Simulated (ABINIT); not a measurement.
The system is PtSe2 (Sudovikovite).

```
CELL_PARAMETERS angstrom
3.72400 0.00000 0.00000
-1.86200 3.22508 0.00000
0.00000 0.00000 5.06200
ATOMIC_POSITIONS crystal
Pt 0.00000 0.00000 0.00000
Se 0.66667 0.33333 0.75000
Se 0.33333 0.66667 0.25000
```

Base run:

| Property | Result |
| --- | --- |
| Program | ABINIT 10.8.3 (patched build) |
| Functional | PBEsol |
| Potentials or basis | PseudoDojo NC SR PBEsol v0.4.1 standard |
| Cutoff | 1061 eV |
| k mesh | 6 × 6 × 4 |
| Occupations | fermi-dirac, width 0.05 eV |
| Spin | no spin polarisation |

Its results: band gap on the k mesh none (metal or under the smearing width); pressure 1.5 GPa; largest force 0.324 eV/Å.

**Question.** The run is repeated on the same cell with these changes: potentials or basis from PseudoDojo NC SR PBEsol v0.4.1 standard to JTH PAW PBE v2.0; cutoff from 1061 eV to 408 eV; valence electrons from 50 to 22. What comes out?

**Answer.** Band gap on the k mesh none (metal or under the smearing width); pressure 2.9 GPa; largest force 0.443 eV/Å.

Caveats: the PAW data sets were made with another functional, which shifts forces and pressure a little (some runs).

Not every run made on this cell is shown here.
